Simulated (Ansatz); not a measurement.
## Compressing MoSi2: a fit and a missing row

MoSi2, I4/mmm, a = 3.217 Å, c = 7.873 Å. Ansatz: PBE, PAW, 420 eV, Γ-centred 18×18×18 mesh on 3 atoms, Gaussian smearing 0.10 eV; no spin polarisation. Shape and atoms are relaxed at each volume; pressure is positive in compression.

| V (Å³/atom) | P (GPa) |
| --- | --- |
| 11.949 | ? |
| 12.356 | 23.71 |
| 12.764 | 14.49 |
| 13.171 | 6.66 |
| 13.578 | 0.01 |
| 13.986 | -5.64 |
| 14.393 | -10.42 |
| 14.936 | -15.66 |

**Question.** Take V0 = 13.578 Å³/atom, count pressures from its P0 = 0.01 GPa, fit the third-order Birch–Murnaghan form to the other rows, and predict the missing pressure.

**Answer.** With the Eulerian strain f = ½[(V0/V)^(2/3) − 1] and y = (P − P0)/[3f(1 + 2f)^(5/2)], the form is the line y = B0 + 1.5 B0 (B0′ − 4) f. Rows (f, y): 0.03245, 208.0; 0.02104, 206.9; 0.01025, 205.6; -0.00977, 202.5; -0.01906, 201.0; -0.03079, 198.9. Means f = 0.0006867, y = 203.82; Σ(Δf)² = 0.003005, ΣΔfΔy = 0.4368; the slope is their ratio. y = 203.7 + 145.4 f GPa, so B0 = 203.7 GPa and B0′ = 4 + 2 × (145.4)/(3 × 203.7) = 4.48. At V = 11.949, f = 0.04447, y = 210.17 and P = 34.70 GPa. The run gave 34.56 GPa, so the fit is 0.14 GPa too high, a small miss on the scale of the series.